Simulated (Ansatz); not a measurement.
6 guesses for TiAl3 and where they end

Method: Ansatz 0.2.0, DFT PBE, scalar-relativistic, plane waves, PAW. All cells share a 420 eV cutoff and Γ-centred k meshes spaced about 0.3 Å⁻¹ or finer (0.25 for metals, 2π included). No spin polarisation in the final relaxations.

Each guess was relaxed in cell and atoms at zero pressure, within the symmetry of its start. These are static total energies at zero pressure. Coordination counts all near atoms (those within 1.25 times the shortest distance at each site).

```
guess                            made from  start group  V start (Å³/atom)                 end group  V end (Å³/atom)  coordination at the end  gap on mesh (eV)  E over the lowest end (meV/atom)
    1                           Li3Cu type       I4/mmm               19.3    I4/mmm (TiAl3 (D0_22))             15.9             Ti 12, Al 12                 0                                 6
    2  a cell proposed by chemical analogy     P6_3/mmc               15.9                         ?                ?                        ?                 ?                                 ?
    3  a cell proposed by chemical analogy       I4/mmm               15.9                    I4/mmm             15.8             Ti 12, Al 12                 0                                 0
    4                          random cell         P4mm               16.0      Pm-3m (Cu3Au (L1_2))             15.8             Ti 12, Al 12                 0                                33
    5                           La3Mg type         Pmm2               18.6                      Pmm2             16.3             Ti 12, Al 12                 0                               162
    6  a cell proposed by chemical analogy     P6_3/mmc               15.9  P6_3/mmc (Ni3Sn (D0_19))             15.9             Ti 12, Al 12                 0                                87
```

Guess 2 as it starts:

```
CELL_PARAMETERS angstrom
5.65000 0.00000 0.00000
-2.82500 4.89304 0.00000
0.00000 0.00000 9.20000
ATOMIC_POSITIONS crystal
Ti 0.33333 0.66667 0.25000
Ti 0.00000 0.00000 0.00000
Ti 0.00000 0.00000 0.50000
Ti 0.66667 0.33333 0.75000
Al 0.50000 0.50000 0.50000
Al 0.66667 0.83334 0.75000
Al 0.50000 0.00000 0.00000
Al 0.16667 0.83334 0.75000
Al 0.50000 0.00000 0.50000
Al 0.83334 0.66667 0.25000
Al 0.00000 0.50000 0.00000
Al 0.00000 0.50000 0.50000
Al 0.50000 0.50000 0.00000
Al 0.83334 0.16667 0.25000
Al 0.33333 0.16667 0.25000
Al 0.16667 0.33333 0.75000
```

Q: Predict the end of this guess and its energy over the lowest end.

A: It ends in Ti and Al ordered on dhcp sites, space group P6_3/mmc (No. 194), with a = 5.631 Å, c = 9.215 Å, 15.8 Å³/atom and no gap; its coordination is Ti 12, Al 12. It lies 66 meV/atom over the lowest end, above guess 4 and below guess 6. Counting all near atoms, this end and the lowest (guess 3) both have Ti 12, Al 12.

Space group P6_3/mmc (No. 194). a = 5.631 Å, b = 5.631 Å, c = 9.215 Å, α = 90.00°, β = 90.00°, γ = 120.00°
```
atom  site  symmetry       x       y       z
  Ti    2c      -6m2  0.3333  0.6667  0.2500
  Ti    2a      -3m. 0.0000  0.0000  0.0000
  Al    6g     .2/m. 0.5000  0.5000  0.5000
  Al    6h       mm2  0.6669  0.8334  0.7500
```

Energies over the elements count from the elements' standard structures at the same level, with no fitted energy shifts.

Q: Is the lowest end bound against the elements?

A: Yes: its formation energy is −0.40 eV/atom. A negative formation energy is needed for stability but isn't enough: competing phases decide.

The k mesh leaves some 4 meV/atom of noise in the energy of each metallic cell. Cells relaxed within their symmetry can be saddle points. A lower structure may well exist outside this small set. Some candidate types were left out of the draw beforehand, so a known form may be missing.
